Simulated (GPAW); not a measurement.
Runs of GPAW 26.7.0 on GaN. It takes space group P6_3mc (No. 186, hexagonal). Conventional cell: a = 3.212 Å, b = 3.212 Å, c = 10.357 Å, α = 90.00°, β = 90.00°, γ = 120.00°. Ga (site symmetry 3m) has 4 N at 1.95 to 2.00 Å as nearest neighbours. Ga (site symmetry 3m) has 3 N at 1.94 Å as nearest neighbours. N (site symmetry 3m) has 4 Ga at 1.94 to 2.00 Å as nearest neighbours. Around N (site symmetry 3m) lie 3 Ga at 1.95 Å. The cell is a database's computed one.

| task | level | potentials or basis | band path | band points | mesh quality | gap on the mesh (eV) | pressure (GPa) | V0 of scaled cells (Å³/atom) | B0 (GPa) | largest force (eV/Å) |
| --- | --- | --- | --- | --- | --- | --- | --- | --- | --- | --- |
| single point | TB-mBJ | GPAW PAW data sets for LDA (gpaw-data 1.2.1), pw | - | - | not flagged | (a) | - | - | - | - |
| band structure | r2SCAN | GPAW PAW data sets (gpaw-data 1.2.1), pw | GMKGALHA,LM,KH | 100 | not flagged | 1.28 | -2.2 | - | - | 0.60 |
| band structure | PBEsol | PAW data sets generated in the run's folder for this functional, pw | GMKGALHA,LM,KH | 100 | not flagged | 0.83 | (c) | - | - | 0.73 |
| equation of state | vdW-DF-cx | GPAW PAW data sets (gpaw-data 1.2.1), pw | - | - | coarse | - | - | 11.74 | 191 | - |
| equation of state | PBEsol | PAW data sets generated in the run's folder for this functional, pw | - | - | coarse | - | - | (b) | 196 | - |

Alike in all rows: no spin polarisation; cell as given; k mesh 6 × 6 × 2; cutoff (eV) 800; smearing fermi-dirac 0.05 eV.

Q: Fill in the values left out.

A: (a) 2.12; (b) 11.60; (c) 0.0.

Caveats: some runs use coarse meshes; the data sets keep Ga 3d, Li 1s and Be 1s frozen, and some such compounds lay over 1.5 % in volume off other programs (some runs); the PAW data sets were made with another functional, which shifts forces and pressure a little (some runs); the cell was scaled at fixed shape and fractional positions, which overstates the stiffness of a crystal with free parameters, most of all of layers and chains (some runs); a model potential gives levels but no total energy (some runs).

A k mesh can miss the band edges, and the runs leave out spin-orbit coupling on Ga.

Runs at the PBE level aren't shown here.
